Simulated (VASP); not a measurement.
# CdSe (P6_3/mmc) in VASP: further runs

The runs below take CdSe through single point, relaxation of cell and atoms, with PBEsol.

All numbers are computed with VASP 6.6.1; they aren't measurements. Logs are shortened: lines on timing, memory, paths and dates and some standing lists are left out, and cuts for length are marked.

### 1 The structure

Symmetry: P6_3/mmc, No. 194, hexagonal system. Conventional cell: a = 3.990 Å, b = 3.990 Å, c = 6.570 Å, α = 90.00°, β = 90.00°, γ = 120.00°. Around Cd (site symmetry -3m) lie 6 Se at 2.83 Å. Se (site symmetry -6m2) is surrounded by 6 Cd at 2.83 Å.

The cell was built by a generator and needn't be a form met in nature.

### 2 Single point, PBEsol

INCAR reads:

```
PREC = Accurate
ENCUT = 520
EDIFF = 1E-7
ISMEAR = -1
SIGMA = 0.02
LREAL = F
LASPH = T
NELM = 100
ALGO = Normal
ISIF = 2
LWAVE = F
LCHARG = F
GGA = PS
NBANDS = 26
```

KPOINTS reads:

```
Automatic mesh
0
Gamma
  6 6 4
```

POSCAR reads:

```
CdSe
1.0
    3.9901153008      0.0000000000      0.0000000000
   -1.9950576504      3.4555412145      0.0000000000
    0.0000000000      0.0000000000      6.5698016051
Cd Se
2 2
Direct
    0.0000000000      0.0000000000      0.0000000000
    0.0000000000      0.0000000000      0.5000000000
    0.3333333333      0.6666666667      0.2500000000
    0.6666666667      0.3333333333      0.7500000000
```

Potentials or basis: VASP PAW PBE potentials, release 64 (Cd, Se).

On the command line:

```
cat potpaw_PBE.64/Cd/POTCAR potpaw_PBE.64/Se/POTCAR > POTCAR
mpirun -np 1 vasp_std > vasp.out
```

OUTCAR:

```text
PREC = Accurate
   ENCUT = 520
   EDIFF = 1E-7
   ISMEAR = -1
   LREAL = F
   LASPH = T
   NELM = 100
   ISIF = 2
   GGA = PS

 ion  position               nearest neighbor table
   1  0.000  0.000  0.000-   3 2.83   4 2.83   3 2.83   4 2.83   4 2.83   3 2.83   2 3.28   2 3.28

   2  0.000  0.000  0.500-   3 2.83   4 2.83   3 2.83   4 2.83   4 2.83   3 2.83   1 3.28   1 3.28

   3  0.333  0.667  0.250-   1 2.83   2 2.83   1 2.83   2 2.83   1 2.83   2 2.83
   4  0.667  0.333  0.750-   1 2.83   2 2.83   1 2.83   2 2.83   1 2.83   2 2.83

  LATTYP: Found a hexagonal cell.
 ALAT       =     3.9901153008
 C/A-ratio  =     1.6465192381

  Lattice vectors:

 A1 = (   3.9901153008,   0.0000000000,   0.0000000000)
 A2 = (  -1.9950576504,   3.4555412145,   0.0000000000)
 A3 = (   0.0000000000,   0.0000000000,   6.5698016051)

Analysis of symmetry for initial positions (statically):
=====================================================================
 Subroutine PRICEL returns:
 Original cell was already a primitive cell.

 Routine SETGRP: Setting up the symmetry group for a
 hexagonal supercell.

 Subroutine GETGRP returns: Found 24 space group operations
 (whereof 12 operations were pure point group operations)
 out of a pool of 24 trial point group operations.

The static configuration has the point symmetry D_3d.
 The point group associated with its full space group is D_6h.

Analysis of symmetry for dynamics (positions and initial velocities):
=====================================================================
 Subroutine PRICEL returns:
 Original cell was already a primitive cell.

 Routine SETGRP: Setting up the symmetry group for a
 hexagonal supercell.

 Subroutine GETGRP returns: Found 24 space group operations
 (whereof 12 operations were pure point group operations)
 out of a pool of 24 trial point group operations.

The dynamic configuration has the point symmetry D_3d.
 The point group associated with its full space group is D_6h.

 Subroutine INISYM returns: Found 24 space group operations
 (whereof 12 operations are pure point group operations),
 and found     1 'primitive' translations

----------------------------------------------------------------------------------------

                                     Primitive cell

  volume of cell :      90.5845

  direct lattice vectors                    reciprocal lattice vectors
     3.990115301  0.000000000  0.000000000     0.250619324  0.144695134  0.000000000
    -1.995057650  3.455541215  0.000000000     0.000000000  0.289390269  0.000000000
     0.000000000  0.000000000  6.569801605     0.000000000  0.000000000  0.152211598

  length of vectors
     3.990115301  3.990115301  6.569801605     0.289390269  0.289390269  0.152211598

  position of ions in fractional coordinates (direct lattice)
     0.000000000  0.000000000  0.000000000
     0.000000000  0.000000000  0.500000000
     0.333333333  0.666666667  0.250000000
     0.666666667  0.333333333  0.750000000

  ion indices of the primitive-cell ions
   primitive index   ion index
                 1           1
                 2           2
                 3           3
                 4           4

----------------------------------------------------------------------------------------

 KPOINTS: Automatic mesh

Automatic generation of k-mesh.
 Grid dimensions read from file:
 generate k-points for:    6    6    4

 Generating k-lattice:

  Cartesian coordinates                     Fractional coordinates (reciprocal lattice)
     0.041769887  0.024115856  0.000000000     0.166666667  0.000000000  0.000000000
     0.000000000  0.048231711  0.000000000     0.000000000  0.166666667  0.000000000
     0.000000000  0.000000000  0.038052899     0.000000000  0.000000000  0.250000000

  Length of vectors
     0.048231711  0.048231711  0.038052899

  Shift w.r.t. Gamma in fractional coordinates (k-lattice)
     0.000000000  0.000000000  0.000000000

 Subroutine IBZKPT returns following result:
 ===========================================

 Found     21 irreducible k-points:

 Following reciprocal coordinates:
            Coordinates               Weight
  0.000000  0.000000  0.000000      1.000000
  0.166667  0.000000  0.000000      6.000000
  0.333333 -0.000000  0.000000      6.000000
  0.500000  0.000000  0.000000      3.000000
  0.166667  0.166667  0.000000      6.000000
  0.333333  0.166667  0.000000     12.000000
[... 13 lines left out ...]
  0.333333  0.166667  0.500000     12.000000
  0.333333  0.333333  0.500000      2.000000
   k-points           NKPTS =     21   k-points in BZ     NKDIM =     21   number of bands    NBANDS=     26
   number of dos      NEDOS =    301   number of ions     NIONS =      4
   total plane-waves  NPLWV =  45000
   dimension x,y,z NGX =    30 NGY =   30 NGZ =   50
   dimension x,y,z NGXF=    60 NGYF=   60 NGZF=  100
   ions per type =               2   2
   NGX,Y,Z   is equivalent  to a cutoff of  12.50, 12.50, 12.65 a.u.
   NGXF,Y,Z  is equivalent  to a cutoff of  25.00, 25.00, 25.30 a.u.
 SYSTEM =  unknown system
   PREC   = accura    normal or accurate (medium, high low for compatibility)
   ISTART =      0    job   : 0-new  1-cont  2-samecut
   ICHARG =      2    charge: 1-file 2-atom 10-const
   ISPIN  =      1    spin polarized calculation?
   LNONCOLLINEAR =      F non collinear calculations
   LSORBIT =      F    spin-orbit coupling
   LASPH  =      T    aspherical Exc in radial PAW
   ENCUT  =  520.0 eV  38.22 Ry    6.18 a.u.   7.42  7.42 12.22*2*pi/ulx,y,z
   NELM   =    100;   NELMIN=  2; NELMDL= -5     # of ELM steps
   EDIFF  = 0.1E-06   stopping-criterion for ELM
   LREAL  =      F    real-space projection
   EDIFFG = 0.1E-05   stopping-criterion for IOM
   NSW    =      0    number of steps for IOM
   IBRION =     -1    ionic relax: 0-MD 1-quasi-New 2-CG
   NFREE  =      0    steps in history (QN), initial steepest desc. (CG)
   ISIF   =      2    stress and relaxation
   ISYM   =      2    0-nonsym 1-usesym 2-fastsym
   POTIM  = 0.5000    time-step for ionic-motion
   TEBEG  =    0.0;   TEEND  =   0.0 temperature during run
   PSTRESS=    0.0 pullay stress
   NELECT =      36.0000    total number of electrons
   NUPDOWN=      -1.0000    fix difference up-down
   EMIN   =  10.00;   EMAX   =-10.00  energy-range for DOS
   EFERMI =   0.00;   METHOD = LEGACY
   ISMEAR =    -1;   SIGMA  =   0.02  broadening in eV -4-tet -1-fermi 0-gaus
   EFERMI_NEDOS =   21; number of points for ismear=-14 and -15
   IALGO  =     38    algorithm
   IMIX   =      4    mixing-type and parameters
     AMIX     =   0.40;   BMIX     =  1.00
     AMIX_MAG =   1.60;   BMIX_MAG =  1.00
  volume/ion in A,a.u.               =      22.65       152.82
  Fermi-wavevector in a.u.,A,eV,Ry     =   1.203625  2.274521 19.710927  1.448712
  Thomas-Fermi vector in A             =   2.339373
   LORBIT       =      0    0 simple, 1 ext, 2 COOP (PROOUT), +10 PAW based schemes
   GGA     = PS    functional components
   LHFCALC =     F    Hartree Fock is set to
   AEXX    =    0.0000 exact exchange contribution
   IVDW    =     0    specifies the selected vdW correction
   LEPSILON=     F    determine dielectric tensor
   LRPA    =     F    only Hartree local field effects (RPA)
 non-spin polarized calculation
  energy-cutoff  :      520.00
  volume of cell :       90.58
 maximum number of plane-waves:      2472
 NGX is ok and might be reduce to    30
   NGX = 15   NGY = 15   NGZ = 25

 number of electron      36.0000000 magnetization

 Free energy of the ion-electron system (eV)
  ---------------------------------------------------
  ext. energy  EPLUGINS =         0.00000000
  ---------------------------------------------------
  free energy    TOTEN  =       -11.85286840 eV

  energy without entropy =      -11.85188145  energy(sigma->0) =      -11.85237493

 E-fermi :   2.6220     XC(G=0): -10.3891

 val. band max:        2.5815344641   @ k =   0.1667   0.0000   0.0000
 cond. band min:       2.7546459919   @ k =   0.3333   0.3333   0.0000
 fundamental gap:      0.1731115278
 Fermi energy:         2.6220389464

 k-point     1 :       0.0000    0.0000    0.0000
  band No.  band energies     occupation
      1     -10.6667      2.00000
      2      -9.6494      2.00000
      3      -5.7970      2.00000
      4      -5.7640      2.00000
      5      -5.7640      2.00000
      6      -5.4496      2.00000
[... 18 lines left out ...]
     25      10.5352      0.00000
     26      10.7765      0.00000

 k-point     2 :       0.1667    0.0000    0.0000
  band No.  band energies     occupation
      1     -10.4743      2.00000
      2      -9.6566      2.00000
      3      -5.7895      2.00000
      4      -5.7553      2.00000
      5      -5.5669      2.00000
      6      -5.4988      2.00000
[... 18 lines left out ...]
     25       9.8382      0.00000
     26      10.4552      0.00000

 k-point     3 :       0.3333   -0.0000    0.0000
  band No.  band energies     occupation
      1     -10.0306      2.00000
      2      -9.6619      2.00000
      3      -5.8002      2.00000
      4      -5.7692      2.00000
      5      -5.6251      2.00000
      6      -5.5752      2.00000
[... 18 lines left out ...]
     25      10.1053      0.00000
     26      11.5717      0.00000

 k-point     4 :       0.5000    0.0000    0.0000
  band No.  band energies     occupation
      1      -9.8000      2.00000
      2      -9.6226      2.00000
      3      -5.8456      2.00000
      4      -5.7860      2.00000
      5      -5.6876      2.00000
      6      -5.6338      2.00000
[... 18 lines left out ...]
     25      10.4458      0.00000
     26      12.9940      0.00000
[... 409 lines left out ...]
      1      -9.9107      2.00000
      2      -9.9107      2.00000
      3      -5.5987      2.00000
      4      -5.5987      2.00000
      5      -5.5217      2.00000
      6      -5.5217      2.00000
[... 18 lines left out ...]
     25      10.5891      0.00000
     26      10.5891      0.00000

 k-point    20 :       0.3333    0.1667    0.5000
  band No.  band energies     occupation
      1      -9.7135      2.00000
      2      -9.7135      2.00000
      3      -5.6341      2.00000
      4      -5.6341      2.00000
      5      -5.4864      2.00000
      6      -5.4864      2.00000
[... 18 lines left out ...]
     25      11.3436      0.00000
     26      11.3436      0.00000

 k-point    21 :       0.3333    0.3333    0.5000
  band No.  band energies     occupation
      1      -9.6480      2.00000
      2      -9.6480      2.00000
      3      -5.6926      2.00000
      4      -5.6926      2.00000
      5      -5.4283      2.00000
      6      -5.4283      2.00000
[... 18 lines left out ...]
     25      11.1037      0.00000
     26      11.1037      0.00000

------------------------ aborting loop because EDIFF is reached ----------------------------------------

  FORCE on cell =-STRESS in cart. coord.  units (eV):
  Direction    XX          YY          ZZ          XY          YZ          ZX
  --------------------------------------------------------------------------------------
  -------------------------------------------------------------------------------------
  Total        0.2555341      0.2555341      0.2540353     -0.0000000      0.0000000     -0.0000000
  in kB        4.5196588      4.5196588      4.4931502     -0.0000000      0.0000000     -0.0000000
  external PRESSURE =       4.5108226 kB  Pullay stress =       0.0000000 kB

 VOLUME and BASIS-vectors are now :
 -----------------------------------------------------------------------------
  energy-cutoff  :      520.00
  volume of cell :       90.58
      direct lattice vectors                 reciprocal lattice vectors
     3.990115301  0.000000000  0.000000000     0.250619324  0.144695134  0.000000000
    -1.995057650  3.455541215  0.000000000     0.000000000  0.289390269  0.000000000
     0.000000000  0.000000000  6.569801605     0.000000000  0.000000000  0.152211598

 POSITION                                       TOTAL-FORCE (eV/Angst)
 -----------------------------------------------------------------------------------
      0.00000      0.00000      0.00000        -0.000000      0.000000     -0.000000
      0.00000      0.00000      3.28490        -0.000000      0.000000     -0.000000
     -0.00000      2.30369      1.64245         0.000000     -0.000000      0.000000
      1.99506      1.15185      4.92735        -0.000000      0.000000     -0.000000
 -----------------------------------------------------------------------------------
    total drift:                               -0.000000      0.000000      0.000000

  FREE ENERGIE OF THE ION-ELECTRON SYSTEM (eV)
  ---------------------------------------------------
  free  energy   TOTEN  =       -11.8528684025 eV

  energy  without entropy=      -11.8518814533  energy(sigma->0) =      -11.85237493
```

Run time: 25 s. Hardware: 1 thread of Intel Xeon 6975P-C (Granite Rapids), shared host; peak memory 0.21 GiB.

Results:

```
Free energy            : -11.8529 eV
Pressure               : 0.5 GPa
Band gap on the k mesh : none (metal or under the smearing width)
```

Caveat: the PAW data sets were made with another functional, which shifts forces and pressure a little.

### 3 Relaxation of cell and atoms, PBEsol

This run uses another cell than the first one, of 23.94 Å³/atom, 1.057 times its volume.

INCAR reads:

```
SYSTEM = CdSe
PREC = Accurate
ENCUT = 600
EDIFF = 1E-6
ISMEAR = -1
SIGMA = 0.02
LREAL = .False.
LASPH = .True.
NELM = 100
ALGO = Fast
ISIF = 3
LWAVE = .False.
LCHARG = .False.
GGA = PS
IBRION = 2
NSW = 80
EDIFFG = -0.005
```

KPOINTS reads:

```
Automatic mesh
0
Gamma
  6 6 4
  0 0 0
```

POSCAR reads:

```
CdSe
1.0
    4.0631288193      0.0000000000      0.0000000000
   -2.0315644096      3.5187727764      0.0000000000
    0.0000000000      0.0000000000      6.6971272436
Cd Se
2 2
Direct
    0.0000000000      0.0000000000      0.0000000000
    0.0000000000      0.0000000000      0.5000000000
    0.3333333333      0.6666666667      0.2500000000
    0.6666666667      0.3333333333      0.7500000000
```

Potentials or basis: VASP PAW PBE potentials, release 64 (Cd, Se).

On the command line:

```
cat potpaw_PBE.64/Cd/POTCAR potpaw_PBE.64/Se/POTCAR > POTCAR
mpirun -np 1 vasp_std > vasp.out
```

Wall time 53 s (1 thread of Intel Xeon 6975P-C (Granite Rapids), shared host); peak memory 0.25 GiB.

The run converged. Its results:

```yaml
Free_energy: -11.8556 eV
Relaxed_volume: 22.77 Å³/atom
Relaxed_cell: a = 3.999 Å, b = 3.999 Å, c = 6.578 Å, α = 90.00°, β = 90.00°, γ = 120.00°
Space_group_after_relaxing_to_0.05_Å: P6_3/mmc (No. 194)
Energy_gained_by_relaxing: 12.0 meV/atom
Ionic_steps: 3
Pressure_after_relaxing: 0.0 GPa
Band_gap_on_the_k_mesh: none (metal or under the smearing width)
```

The path:
| step | energy change (eV) | largest force (eV/Å) | pressure (GPa) | volume (Å³) |
| --- | --- | --- | --- | --- |
| 1 | 0.0000 | 0.0000 | -3.16 | 95.75 |
| 2 | -0.0406 | 0.0000 | 1.43 | 89.36 |
| 3 | -0.0481 | 0.0000 | 0.02 | 91.09 |

Final structure:
```
Cd Se
1.0
     3.99878    0.00000    0.00000
    -1.99939    3.46305    0.00000
     0.00000    0.00000    6.57806
Cd Se
2 2
Direct
  0.00000 0.00000 0.00000
  0.00000 0.00000 0.50000
  0.33333 0.66667 0.25000
  0.66667 0.33333 0.75000
```

Levels at points of the mesh, in eV from the Fermi level:
```
           k point  band 15  band 16  band 17  band 18  band 19  band 20  band 21  band 22
(0.00, 0.00, 0.00)    -0.79    -0.76    -0.15    -0.08    -0.08     2.64     5.96     5.96
(0.50, 0.00, 0.00)    -3.26    -2.27    -1.87    -0.09     2.08     3.07     3.08     5.13
(0.00, 0.00, 0.50)    -0.40    -0.40    -0.40    -0.40     2.43     2.43     6.29     6.29
(0.50, 0.00, 0.50)    -1.49    -1.49    -1.34    -1.34     1.50     1.50     5.19     5.19
```

Caveat: the PAW data sets were made with another functional, which shifts forces and pressure a little.
